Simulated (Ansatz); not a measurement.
# Stress against strain in SiO2

```
CELL_PARAMETERS angstrom
-2.37405 2.37405 3.74400
2.37405 -2.37405 3.74400
2.37405 2.37405 -3.74400
ATOMIC_POSITIONS crystal
Si 0.00000 0.00000 0.00000
Si 0.75000 0.25000 0.50000
O 0.99838 0.62500 0.87338
O 0.37500 0.24838 0.37338
O 0.75162 0.12500 0.12662
O 0.87500 0.00162 0.62662
```

Atom numbers follow the list: Si1, Si2, O3, O4, O5, O6.

The cell is COD entry 9006285, as deposited and not checked against the literature; nothing was relaxed.

All numbers below come from DFT, PBEsol, all-electron LAPW, scalar-relativistic (Ansatz 0.2.0).

Settings: a Γ-centred 7×7×7 k mesh, Fermi–Dirac smearing of 0.03 eV, basis error target 1 meV/atom, no spin polarisation.

The strain is applied along the Cartesian axes of the cell as listed (the other components stay zero). Fractional coordinates are held (clamped ions).

σ is the change of stress from the unstrained cell, which is at 1.01 GPa; tension is positive, so slopes are stress–strain coefficients at that pressure.

Only quantities that a quadratic follows smoothly over the whole series are listed; rougher ones are left out.

```
εxx = εyy  σzz (GPa)  σxx (GPa)
  -0.0300     -10.74     -11.85
  -0.0200      -6.78      -7.60
   0.0000       0.00       0.00
   0.0100       2.88       3.38
   0.0200       5.45       6.51
   0.0300       7.74       9.40
```

**Question.** Fit the series and read off the stiffness at zero strain.

**Answer.** Least-squares fits y = p0 + p1 x + p2 x² to the rows give σzz (GPa): p1 = 307, p2 = -1700; σxx (GPa): p1 = 354, p2 = -1400. So C13 + C23 = 307 GPa and C11 + C12 = 354 GPa, for these axes.

**Question.** One run, at εxx = εyy = -0.0100, is withheld. Predict its row.

**Answer.** The fits give -3.25, -3.68; the run gave -3.21, -3.66.
